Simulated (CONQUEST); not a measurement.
GaP under changes of volume

One of the cells (20.240 Å³/atom); the others are scaled copies at fixed shape and fractional positions:

```
Ga P
1.0
     3.85409    0.00000    0.00000
     0.00000    3.85409    0.00000
     0.00000    0.00000    5.45050
Ga P
2 2
Direct
  0.00000 0.00000 0.00000
  0.50000 0.50000 0.50000
  0.00000 0.50000 0.25000
  0.50000 0.00000 0.75000
```

```yaml
Program: CONQUEST 1.3
Functional: PBE
Potentials_or_basis: PseudoDojo NC PBE, SZP, grid of 36 × 36 × 60 points
k_mesh: 7 × 7 × 5
Occupations: fermi-dirac, width 0.05 eV
Spin: no spin polarisation
```

```tsv
volume (Å³/atom)	energy over the lowest point (meV/atom)	pressure (GPa)	gap on the mesh (eV)
19.026	107.19	13.4	1.55
19.431	76.20	11.1	1.59
19.836	?	?	?
20.240	31.19	6.8	1.67
20.645	16.76	4.8	1.70
21.050	6.50	3.4	1.72
21.455	0.00	1.8	1.66
```

Task: What does the run at 19.836 Å³/atom give?

Result: Energy over the lowest point 50.98 meV/atom; pressure 9.0 GPa; gap on the mesh 1.63 eV.

Worked out: A Birch-Murnaghan fit of order 3 (a polynomial in V^(-2/3)) to the other rows has its minimum at 22.00 Å³/atom, just outside them, with B0 = V·E''(V) = 66 GPa and B' = 4.7. It gives 50.97 meV/atom at 19.836 Å³/atom, against the run's 50.98, and -dE/dV = 8.8 GPa, against 9.0. A parabola through the other rows of the gap, of slope 1.87 eV per unit of ln V there, gives 1.65 eV, against the run's 1.63.

Energies are extrapolated to zero smearing.

Caveats: the atomic basis is small; an odd mesh through Γ misses points on the zone boundary, where band edges often lie; the basis of atomic orbitals isn't converged, which shifts pressures, moduli and gaps; the real-space grid breaks the cell's symmetry a little (some runs). Spin-orbit coupling on Ga is left out.
